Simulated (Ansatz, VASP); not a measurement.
ZnCu2SnS4: VASP beside Ansatz

```
CELL_PARAMETERS angstrom
-2.74317 2.74317 5.44012
2.74317 -2.74317 5.44012
2.74317 2.74317 -5.44012
ATOMIC_POSITIONS crystal
Zn 0.25000 0.75000 0.50000
Cu 0.00000 0.00000 0.00000
Cu 0.75000 0.25000 0.50000
Sn 0.50000 0.50000 0.00000
S 0.37139 0.89456 0.00739
S 0.10544 0.11283 0.47683
S 0.88717 0.36400 0.99261
S 0.63600 0.62861 0.52317
```

Alike in both runs: functional PBE; k mesh 2 × 2 × 2; occupations fermi-dirac, width 0.02 eV; no spin polarisation.

Ansatz relaxed the structure, and its values are those at the end. VASP's run is a single point on that final structure, the one shown.

```csv
,VASP,Ansatz
version,VASP 6.6.1,Ansatz 0.2.0
potentials or method,"VASP PAW PBE potentials, release 64 (Zn, Cu, Sn_d, S)",PAW plane waves
plane-wave cutoff (eV),520,420
valence electrons in the cell,72,88
```

Ansatz gave:

* pressure (GPa): 0.0
* rms of the force components (eV/Å): 0.002

Question: What did VASP give for the same quantities?

Answer: Pressure (GPa): 0.4; rms of the force components (eV/Å): 0.021.

The two sets of potentials don't hold the same shells in valence.

Caveats: the k mesh is coarse (spacing up to 0.81 Å⁻¹), so the values aren't converged.
